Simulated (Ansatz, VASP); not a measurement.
One calculation of BN (BN (110), 3 layers), two programs

```xyz
6
Lattice="2.5319 0.0000 0.0000 0.0000 3.5806 0.0000 0.0000 0.0000 18.5319" Properties=species:S:1:pos:R:3 pbc="T T T"
B     0.6330    0.3066    8.1671
B     1.8989    2.2705    9.2659
B     0.6330    0.3066   10.3648
N     1.8989    3.2247    7.9764
N     0.6330    1.4087    9.2660
N     1.8989    3.2247   10.5555
```

Alike in both runs: task single point; functional LDA; k mesh 10 × 7 × 1; occupations fermi-dirac, width 0.02 eV; no spin polarisation.

```csv
,VASP,Ansatz
version,VASP 6.6.1,Ansatz 0.2.0
potentials or method,"VASP PAW LDA potentials, release 64 (B, N)","PAW with Ansatz's default frozen-core files, scalar-relativistic"
plane-wave cutoff (eV),520,420
valence electrons in the cell,24,24
```

Ansatz gave:

* rms of the force components (eV/Å): 0.002

Question: What did VASP give for the same quantities?

Answer: rms of the force components (eV/Å): 0.017.

Ansatz warned: «structure_snapped_to_symmetry».
